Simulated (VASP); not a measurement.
# NaH (P-6m2) in VASP: a series of runs

One crystal, NaH, is run at these levels: PBE; tasks: single point, relaxation of cell and atoms.

Everything below comes from runs of VASP 6.6.1. Logs are shortened: lines on timing, memory, paths and dates and some standing lists are left out, and cuts for length are marked.

## 1. The cell of the first run

It takes space group P-6m2 (No. 187, hexagonal). Conventional cell: a = 3.729 Å, b = 3.729 Å, c = 5.188 Å, α = 90.00°, β = 90.00°, γ = 120.00°. Na (site symmetry -6m2) is surrounded by 3 H at 2.15 Å. Around H (site symmetry -6m2) lie 3 Na at 2.15 Å.

The cell was built by a generator and needn't be a form met in nature.

## 2. Single point, PBE (random cell by space group and Wyckoff sites (Amm2, No. 38))

Contents of INCAR:

```
SYSTEM = NaH
PREC = Accurate
ENCUT = 520
EDIFF = 1E-6
ISMEAR = 0
SIGMA = 0.02
LREAL = .FALSE.
LASPH = .TRUE.
NELM = 100
ALGO = Fast
ISIF = 2
LWAVE = .FALSE.
LCHARG = .TRUE.
GGA = PE
LELF = .TRUE.
LVHAR = .TRUE.
NBANDS = 11
```

Contents of KPOINTS:

```
Automatic mesh
0
G
  9 9 6
  0 0 0
```

Contents of POSCAR:

```
NaH
1.0
    3.7288290819      0.0000000000      0.0000000000
   -1.8644145409      3.2292607113      0.0000000000
    0.0000000000      0.0000000000      5.1878862133
Na H
1 1
Direct
    0.3333333333      0.6666666667      0.5000000000
    0.0000000000      0.0000000000      0.5000000000
```

Potentials or basis: VASP PAW PBE potentials, release 64 (Na_pv, H).

Launch:

```bash
$ cat potpaw_PBE.64/Na_pv/POTCAR potpaw_PBE.64/H/POTCAR > POTCAR
$ mpirun -np 1 vasp_std > vasp.out
```

OUTCAR:

```text
SYSTEM = NaH
   PREC = Accurate
   ENCUT = 520
   EDIFF = 1E-6
   ISMEAR = 0
   LREAL = .FALSE.
   LASPH = .TRUE.
   NELM = 100
   ISIF = 2
   GGA = PE

 ion  position               nearest neighbor table
   1  0.333  0.667  0.500-
   2  0.000  0.000  0.500-

  LATTYP: Found a hexagonal cell.
 ALAT       =     3.7288290819
 C/A-ratio  =     1.3912909654

  Lattice vectors:

 A1 = (   3.7288290819,   0.0000000000,   0.0000000000)
 A2 = (  -1.8644145409,   3.2292607113,   0.0000000000)
 A3 = (   0.0000000000,   0.0000000000,   5.1878862133)

Analysis of symmetry for initial positions (statically):
=====================================================================
 Subroutine PRICEL returns:
 Original cell was already a primitive cell.

 Routine SETGRP: Setting up the symmetry group for a
 hexagonal supercell.

 Subroutine GETGRP returns: Found 12 space group operations
 (whereof 12 operations were pure point group operations)
 out of a pool of 24 trial point group operations.

The static configuration has the point symmetry D_3h.

Analysis of symmetry for dynamics (positions and initial velocities):
=====================================================================
 Subroutine PRICEL returns:
 Original cell was already a primitive cell.

 Routine SETGRP: Setting up the symmetry group for a
 hexagonal supercell.

 Subroutine GETGRP returns: Found 12 space group operations
 (whereof 12 operations were pure point group operations)
 out of a pool of 24 trial point group operations.

The dynamic configuration has the point symmetry D_3h.

 Subroutine INISYM returns: Found 12 space group operations
 (whereof 12 operations are pure point group operations),
 and found     1 'primitive' translations

----------------------------------------------------------------------------------------

                                     Primitive cell

  volume of cell :      62.4692

  direct lattice vectors                    reciprocal lattice vectors
     3.728829082  0.000000000  0.000000000     0.268180702  0.154834200  0.000000000
    -1.864414541  3.229260711  0.000000000     0.000000000  0.309668401  0.000000000
     0.000000000  0.000000000  5.187886213     0.000000000  0.000000000  0.192756733

  length of vectors
     3.728829082  3.728829082  5.187886213     0.309668401  0.309668401  0.192756733

  position of ions in fractional coordinates (direct lattice)
     0.333333333  0.666666667  0.500000000
     0.000000000  0.000000000  0.500000000

  ion indices of the primitive-cell ions
   primitive index   ion index
                 1           1
                 2           2

----------------------------------------------------------------------------------------

 KPOINTS: Automatic mesh

Automatic generation of k-mesh.
 Grid dimensions read from file:
 generate k-points for:    9    9    6

 Generating k-lattice:

  Cartesian coordinates                     Fractional coordinates (reciprocal lattice)
     0.029797856  0.017203800  0.000000000     0.111111111  0.000000000  0.000000000
     0.000000000  0.034407600  0.000000000     0.000000000  0.111111111  0.000000000
     0.000000000  0.000000000  0.032126122     0.000000000  0.000000000  0.166666667

  Length of vectors
     0.034407600  0.034407600  0.032126122

  Shift w.r.t. Gamma in fractional coordinates (k-lattice)
     0.000000000  0.000000000  0.000000000

 Subroutine IBZKPT returns following result:
 ===========================================

 Found     48 irreducible k-points:

 Following reciprocal coordinates:
            Coordinates               Weight
  0.000000  0.000000  0.000000      1.000000
  0.111111  0.000000  0.000000      6.000000
  0.222222  0.000000  0.000000      6.000000
  0.333333  0.000000  0.000000      6.000000
  0.444444  0.000000  0.000000      6.000000
  0.111111  0.111111  0.000000      6.000000
[... 16 lines left out ...]
  0.333333  0.222222  0.166667     24.000000
  0.333333  0.333333  0.166667      4.000000
 [... further k-points ...]
   k-points           NKPTS =     48   k-points in BZ     NKDIM =     48   number of bands    NBANDS=     11
   number of dos      NEDOS =    301   number of ions     NIONS =      2
   total plane-waves  NPLWV =  31360
   dimension x,y,z NGX =    28 NGY =   28 NGZ =   40
   dimension x,y,z NGXF=    56 NGYF=   56 NGZF=   80
   ions per type =               1   1
   NGX,Y,Z   is equivalent  to a cutoff of  12.48, 12.48, 12.82 a.u.
   NGXF,Y,Z  is equivalent  to a cutoff of  24.97, 24.97, 25.64 a.u.
 SYSTEM =  NaH
   PREC   = accura    normal or accurate (medium, high low for compatibility)
   ISTART =      0    job   : 0-new  1-cont  2-samecut
   ICHARG =      2    charge: 1-file 2-atom 10-const
   ISPIN  =      1    spin polarized calculation?
   LNONCOLLINEAR =      F non collinear calculations
   LSORBIT =      F    spin-orbit coupling
   LASPH  =      T    aspherical Exc in radial PAW
   ENCUT  =  520.0 eV  38.22 Ry    6.18 a.u.   6.93  6.93  9.65*2*pi/ulx,y,z
   NELM   =    100;   NELMIN=  2; NELMDL= -5     # of ELM steps
   EDIFF  = 0.1E-05   stopping-criterion for ELM
   LREAL  =      F    real-space projection
   EDIFFG = 0.1E-04   stopping-criterion for IOM
   NSW    =      0    number of steps for IOM
   IBRION =     -1    ionic relax: 0-MD 1-quasi-New 2-CG
   NFREE  =      0    steps in history (QN), initial steepest desc. (CG)
   ISIF   =      2    stress and relaxation
   ISYM   =      2    0-nonsym 1-usesym 2-fastsym
   POTIM  = 0.5000    time-step for ionic-motion
   TEBEG  =    0.0;   TEEND  =   0.0 temperature during run
   PSTRESS=    0.0 pullay stress
   NELECT =       8.0000    total number of electrons
   NUPDOWN=      -1.0000    fix difference up-down
   EMIN   =  10.00;   EMAX   =-10.00  energy-range for DOS
   EFERMI =   0.00;   METHOD = LEGACY
   ISMEAR =     0;   SIGMA  =   0.02  broadening in eV -4-tet -1-fermi 0-gaus
   EFERMI_NEDOS =   21; number of points for ismear=-14 and -15
   IALGO  =     68    algorithm
   IMIX   =      4    mixing-type and parameters
     AMIX     =   0.40;   BMIX     =  1.00
     AMIX_MAG =   1.60;   BMIX_MAG =  1.00
  volume/ion in A,a.u.               =      31.23       210.78
  Fermi-wavevector in a.u.,A,eV,Ry     =   0.825182  1.559367  9.264540  0.680925
  Thomas-Fermi vector in A             =   1.936996
   LORBIT       =      0    0 simple, 1 ext, 2 COOP (PROOUT), +10 PAW based schemes
   GGA     = PE    functional components
   LHFCALC =     F    Hartree Fock is set to
   AEXX    =    0.0000 exact exchange contribution
   IVDW    =     0    specifies the selected vdW correction
   LEPSILON=     F    determine dielectric tensor
   LRPA    =     F    only Hartree local field effects (RPA)
 non-spin polarized calculation
 RMM-DIIS sequential band-by-band and
 Gauss-broadening in eV      SIGMA  =   0.02
  energy-cutoff  :      520.00
  volume of cell :       62.47
 maximum number of plane-waves:      1705
 NGX is ok and might be reduce to    28
   NGX = 13   NGY = 13   NGZ = 19

 number of electron       8.0000005 magnetization

 Free energy of the ion-electron system (eV)
  ---------------------------------------------------
  ext. energy  EPLUGINS =         0.00000000
  ---------------------------------------------------
  free energy    TOTEN  =        -4.80705324 eV

  energy without entropy =       -4.80705324  energy(sigma->0) =       -4.80705324

 E-fermi :  -2.8933     XC(G=0):  -4.8144

 val. band max:       -3.0022800104   @ k =   0.3333   0.3333   0.5000
 cond. band min:      -0.2400055204   @ k =   0.0000   0.0000   0.5000
 fundamental gap:      2.7622744900
 Fermi energy:        -2.8932948703

 k-point     1 :       0.0000    0.0000    0.0000
  band No.  band energies     occupation
      1     -25.3091      2.00000
      2     -25.1754      2.00000
      3     -25.1754      2.00000
      4      -4.8858      2.00000
      5       1.6993      0.00000
      6       2.6964      0.00000
      7       7.6655      0.00000
      8       9.7097      0.00000
      9       9.7097      0.00000
     10      11.5924      0.00000
     11      11.5925      0.00000

 k-point     2 :       0.1111    0.0000    0.0000
  band No.  band energies     occupation
      1     -25.3087      2.00000
      2     -25.1794      2.00000
      3     -25.1763      2.00000
      4      -4.7485      2.00000
      5       1.7735      0.00000
      6       2.8603      0.00000
      7       6.6721      0.00000
      8       9.1464      0.00000
      9       9.5907      0.00000
     10      11.5050      0.00000
     11      12.4396      0.00000

 k-point     3 :       0.2222    0.0000    0.0000
  band No.  band energies     occupation
      1     -25.3076      2.00000
      2     -25.1894      2.00000
      3     -25.1785      2.00000
      4      -4.3623      2.00000
      5       1.8941      0.00000
      6       3.3519      0.00000
      7       5.2923      0.00000
      8       8.3724      0.00000
      9       8.4275      0.00000
     10      10.8861      0.00000
     11      11.9854      0.00000

 k-point     4 :       0.3333    0.0000    0.0000
  band No.  band energies     occupation
      1     -25.3063      2.00000
      2     -25.2008      2.00000
      3     -25.1809      2.00000
      4      -3.8246      2.00000
      5       1.7140      0.00000
      6       4.1693      0.00000
      7       4.5464      0.00000
      8       7.5436      0.00000
      9       7.8146      0.00000
     10       8.7323      0.00000
     11      10.3100      0.00000
[... 239 lines left out ...]
 k-point    22 :       0.2222    0.2222    0.1667
  band No.  band energies     occupation
      1     -25.3059      2.00000
      2     -25.2015      2.00000
      3     -25.1863      2.00000
      4      -3.5307      2.00000
      5       1.8097      0.00000
      6       3.6326      0.00000
      7       4.6937      0.00000
      8       6.7323      0.00000
      9       7.7862      0.00000
     10       8.4168      0.00000
     11      10.7083      0.00000

 k-point    23 :       0.3333    0.2222    0.1667
  band No.  band energies     occupation
      1     -25.3052      2.00000
      2     -25.2042      2.00000
      3     -25.1905      2.00000
      4      -3.1818      2.00000
      5       1.8088      0.00000
      6       3.5816      0.00000
      7       4.6762      0.00000
      8       6.2213      0.00000
      9       7.4806      0.00000
     10       7.9473      0.00000
     11       9.6737      0.00000

 k-point    24 :       0.3333    0.3333    0.1667
  band No.  band energies     occupation
      1     -25.3050      2.00000
      2     -25.2014      2.00000
      3     -25.1956      2.00000
      4      -3.0617      2.00000
      5       2.2025      0.00000
      6       2.8419      0.00000
      7       5.1813      0.00000
      8       6.3759      0.00000
      9       6.4686      0.00000
     10       8.0503      0.00000
     11       9.9587      0.00000

 [... further k-points ...]

------------------------ aborting loop because EDIFF is reached ----------------------------------------

  FORCE on cell =-STRESS in cart. coord.  units (eV):
  Direction    XX          YY          ZZ          XY          YZ          ZX
  --------------------------------------------------------------------------------------
  -------------------------------------------------------------------------------------
  Total       -0.0107515     -0.0107515     -0.0105651     -0.0000000     -0.0000000      0.0000000
  in kB       -0.2757475     -0.2757475     -0.2709693     -0.0000000     -0.0000000      0.0000000
  external PRESSURE =      -0.2741548 kB  Pullay stress =       0.0000000 kB

 VOLUME and BASIS-vectors are now :
 -----------------------------------------------------------------------------
  energy-cutoff  :      520.00
  volume of cell :       62.47
      direct lattice vectors                 reciprocal lattice vectors
     3.728829082  0.000000000  0.000000000     0.268180702  0.154834200  0.000000000
    -1.864414541  3.229260711  0.000000000     0.000000000  0.309668401  0.000000000
     0.000000000  0.000000000  5.187886213     0.000000000  0.000000000  0.192756733

 POSITION                                       TOTAL-FORCE (eV/Angst)
 -----------------------------------------------------------------------------------
     -0.00000      2.15284      2.59394        -0.000000     -0.000000      0.000000
      0.00000      0.00000      2.59394         0.000000      0.000000      0.000000
 -----------------------------------------------------------------------------------
    total drift:                                0.000001     -0.000001     -0.000000

  FREE ENERGIE OF THE ION-ELECTRON SYSTEM (eV)
  ---------------------------------------------------
  free  energy   TOTEN  =        -4.8070532396 eV

  energy  without entropy=       -4.8070532396  energy(sigma->0) =       -4.80705324
```

Run time: 13 s. Hardware: 1 thread of Intel Xeon 6975P-C (Granite Rapids), shared host; peak memory 0.18 GiB.

Results:

- Free energy: -4.8071 eV
- Pressure: 0.0 GPa
- Band gap on the k mesh: 2.76 eV, indirect (least direct gap 4.43 eV)

Levels at points of the mesh, in eV from the valence-band top:
```tsv
k point	band 1	band 2	band 3	band 4	band 5	band 6	band 7	band 8	band 9
(0.00, 0.00, 0.00)	-22.31	-22.17	-22.17	-1.88	4.70	5.70	10.67	12.71	12.71
(0.00, 0.00, 0.50)	-22.31	-22.17	-22.17	-1.66	2.76	8.20	12.80	13.00	13.00
```

Caveat: an odd mesh through Γ misses points on the zone boundary, where band edges often lie.

## 3. Relaxation of cell and atoms, PBE (random cell by space group and Wyckoff sites (Amm2, No. 38))

Contents of INCAR:

```
SYSTEM = NaH
  PREC = Accurate
  ENCUT = 600
  EDIFF = 1E-6
  ISMEAR = 0
  SIGMA = 0.02
  LREAL = .False.
  LASPH = .True.
  NELM = 100
  ALGO = Normal
  ISIF = 3
  LWAVE = .False.
  LCHARG = .False.
  GGA = PE
  IBRION = 2
  NSW = 100
  EDIFFG = -0.01
```

Contents of KPOINTS:

```
regular mesh
0
Gamma
  9 9 6
  0 0 0
```

POSCAR is that of step 2.

Potentials or basis: VASP PAW PBE potentials, release 64 (Na_pv, H).

Launch:

```bash
$ cat potpaw_PBE.64/Na_pv/POTCAR potpaw_PBE.64/H/POTCAR > POTCAR
$ mpirun -np 1 vasp_std > vasp.out
```

OUTCAR:

```text
SYSTEM = NaH
   PREC = Accurate
   ENCUT = 600
   EDIFF = 1E-6
   ISMEAR = 0
   LREAL = .False.
   LASPH = .True.
   NELM = 100
   ISIF = 3
   GGA = PE
   IBRION = 2
   NSW = 100
   EDIFFG = -0.01

 ion  position               nearest neighbor table
   1  0.333  0.667  0.500-
   2  0.000  0.000  0.500-

  LATTYP: Found a hexagonal cell.
 ALAT       =     3.7288290819
 C/A-ratio  =     1.3912909654

  Lattice vectors:

 A1 = (   3.7288290819,   0.0000000000,   0.0000000000)
 A2 = (  -1.8644145409,   3.2292607113,   0.0000000000)
 A3 = (   0.0000000000,   0.0000000000,   5.1878862133)

Analysis of symmetry for initial positions (statically):
=====================================================================
 Subroutine PRICEL returns:
 Original cell was already a primitive cell.

 Routine SETGRP: Setting up the symmetry group for a
 hexagonal supercell.

 Subroutine GETGRP returns: Found 12 space group operations
 (whereof 12 operations were pure point group operations)
[... 170 lines left out ...]
 cond. band min:      -0.2397434007   @ k =   0.0000   0.0000   0.5000
 fundamental gap:      2.7630052173
 Fermi energy:        -2.8497084430

 k-point     1 :       0.0000    0.0000    0.0000
  band No.  band energies     occupation
      1     -25.3095      2.00000
      2     -25.1759      2.00000
      3     -25.1759      2.00000
      4      -4.8860      2.00000
      5       1.6994      0.00000
      6       2.6964      0.00000
      7       7.6652      0.00000
      8       9.7095      0.00000
[... 243 lines left out ...]
 k-point    24 :       0.3333    0.3333    0.1667
  band No.  band energies     occupation
      1     -25.3054      2.00000
      2     -25.2019      2.00000
      3     -25.1961      2.00000
      4      -3.0621      2.00000
      5       2.2027      0.00000
      6       2.8422      0.00000
      7       5.1810      0.00000
      8       6.3763      0.00000

 [... further k-points ...]

------------------------ aborting loop because EDIFF is reached ----------------------------------------

  FORCE on cell =-STRESS in cart. coord.  units (eV):
  Direction    XX          YY          ZZ          XY          YZ          ZX
  --------------------------------------------------------------------------------------
  -------------------------------------------------------------------------------------
  Total        0.0035383      0.0035383      0.0023408      0.0000000      0.0000000      0.0000000
  in kB        0.0907485      0.0907485      0.0600355      0.0000000      0.0000000      0.0000000
  external PRESSURE =       0.0805108 kB  Pullay stress =       0.0000000 kB

 VOLUME and BASIS-vectors are now :
 -----------------------------------------------------------------------------
  energy-cutoff  :      600.00
  volume of cell :       62.47
      direct lattice vectors                 reciprocal lattice vectors
     3.728829082  0.000000000  0.000000000     0.268180702  0.154834200  0.000000000
    -1.864414541  3.229260711  0.000000000     0.000000000  0.309668401  0.000000000
     0.000000000  0.000000000  5.187886213     0.000000000  0.000000000  0.192756733

 POSITION                                       TOTAL-FORCE (eV/Angst)
 -----------------------------------------------------------------------------------
     -0.00000      2.15284      2.59394        -0.000000      0.000000      0.000000
      0.00000      0.00000      2.59394         0.000000      0.000000      0.000000
 -----------------------------------------------------------------------------------
    total drift:                               -0.000000      0.000000     -0.000000

  FREE ENERGIE OF THE ION-ELECTRON SYSTEM (eV)
  ---------------------------------------------------
  free  energy   TOTEN  =        -4.8073429547 eV

  energy  without entropy=       -4.8073429547  energy(sigma->0) =       -4.80734295

 reached required accuracy - stopping structural energy minimisation
```

CONTCAR:

```text
NaH
   1.00000000000000
     3.7288290818999998    0.0000000000000000    0.0000000000000000
    -1.8644145408999999    3.2292607112999998    0.0000000000000000
     0.0000000000000000    0.0000000000000000    5.1878862132999997
  Na              H
     1     1
Direct
     0.3333333332999970    0.6666666667000030    0.5000000000000000
     0.0000000000000000    0.0000000000000000    0.5000000000000000

  0.00000000E+00  0.00000000E+00  0.00000000E+00
  0.00000000E+00  0.00000000E+00  0.00000000E+00
```

It took 11 s on 1 thread of Intel Xeon 6975P-C (Granite Rapids), shared host; peak memory 0.19 GiB.

What came out:

```
Free energy             : -4.8073 eV
Pressure after relaxing : 0.0 GPa
Band gap on the k mesh  : 2.76 eV, indirect (least direct gap 4.43 eV)
```

Final structure:
```
Na H
1.0
     3.72883    0.00000    0.00000
    -1.86441    3.22926    0.00000
     0.00000    0.00000    5.18789
Na H
1 1
Cartesian
  0.0000 2.1528 2.5939
  0.0000 0.0000 2.5939
```

Caveat: the relaxation stopped at its first step, so nothing moved; an odd mesh through Γ misses points on the zone boundary, where band edges often lie.
